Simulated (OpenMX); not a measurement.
CaF2 (Fluorite):

```
Ca F
1.0
     0.00000    2.73100    2.73100
     2.73100    0.00000    2.73100
     2.73100    2.73100    0.00000
Ca F
1 2
Direct
  0.00000 0.00000 0.00000
  0.75000 0.75000 0.75000
  0.25000 0.25000 0.25000
```

Base run:

* Program: OpenMX 3.8.5
* Functional: LDA
* Potentials or basis: OpenMX 2013 LDA set, Ca9.0-s3p2d1, F6.0-s2p2d1, grid cutoff 400 Ry
* k mesh: 9 × 9 × 9
* Occupations: fermi-dirac, width 0.05 eV
* Spin: no spin polarisation

Its results: band gap on the k mesh 6.87 eV, indirect (least direct gap 7.12 eV); pressure -5.3 GPa.

**Question.** The run is repeated on the same cell with these changes: functional from LDA to PBE; potentials or basis from OpenMX 2013 LDA set, Ca9.0-s3p2d1, F6.0-s2p2d1, grid cutoff 400 Ry to OpenMX 2013 PBE set, Ca9.0-s3p2, F6.0-s2p2, grid cutoff 400 Ry. What comes out?

**Answer.** Band gap on the k mesh 6.98 eV, indirect (least direct gap 7.26 eV); pressure 10.2 GPa.

Caveats: the basis of atomic orbitals isn't converged, which shifts pressures, moduli and gaps.
